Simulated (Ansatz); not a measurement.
# B: the cost of one run

Computed with Ansatz 0.2.0 (DFT PBE, scalar-relativistic, plane waves, PAW, unless a step's input says otherwise).

## 1. The structure to begin with

It takes space group P3_221 (No. 154, trigonal). Conventional cell: a = 4.787 Å, b = 4.787 Å, c = 2.972 Å, α = 90.00°, β = 90.00°, γ = 120.00°. B (site symmetry 1) is surrounded by 3 B at 1.56 to 1.64 Å. B (site symmetry 2) is surrounded by 4 B at 1.62 to 1.64 Å.

Coordinates:

```
CELL_PARAMETERS angstrom
4.78730 0.00000 0.00000
-2.39365 4.14592 0.00000
0.00000 0.00000 2.97166
ATOMIC_POSITIONS crystal
B 0.76648 0.60847 0.14124
B 0.39153 0.15800 0.80790
B 0.84200 0.23352 0.47457
B 0.60847 0.76648 0.85876
B 0.15800 0.39153 0.19210
B 0.23352 0.84200 0.52543
B 0.52613 0.00000 0.16667
B 0.00000 0.52613 0.83333
B 0.47387 0.47387 0.50000
```

The cell is invented: 3-, 4-connected net of one element (P3_221, No. 154). Lengths come from tabulated atomic sizes and are only a guess.

## 2. A first look at the guess

The input, input.yaml:

```yaml
crystal:
  lattice:
    - [4.78729561, 0.0, 0.0]
    - [-2.3936478, 4.14591961, 0.0]
    - [0.0, 0.0, 2.97166423]
  atoms:
    - { symbol: B, position: [0.76647828, 0.60847389, 0.14123673] }
    - { symbol: B, position: [0.39152611, 0.15800439, 0.8079034] }
    - { symbol: B, position: [0.84199561, 0.23352172, 0.47457007] }
    - { symbol: B, position: [0.60847389, 0.76647828, 0.85876327] }
    - { symbol: B, position: [0.15800439, 0.39152611, 0.1920966] }
    - { symbol: B, position: [0.23352172, 0.84199561, 0.52542993] }
    - { symbol: B, position: [0.52612677, 0.0, 0.16666667] }
    - { symbol: B, position: [0.0, 0.52612677, 0.83333333] }
    - { symbol: B, position: [0.47387323, 0.47387323, 0.5] }
basis:
  ecutwfc: 420
kpoints:
  mp_grid: { grid: [6, 6, 6] }
hamiltonian:
  xc: pbe
scf:
  occupations: { method: gaussian, width: 0.1 }
  lower_state_search: "off"
output:
  forces: true
  stress: true
  eigenvalues: true
```

Run with:

```console
$ ansatz run input.yaml --threads 1 --pin off --max-ram 2560MiB --backend cpu --events-out ev --progress --plain --runs-dir out
```

**Question.** How long does this run take on 1 thread of Arm Neoverse V2, shared host, and how much memory does it need?

About 3.2 s, with a peak of 0.28 GiB.
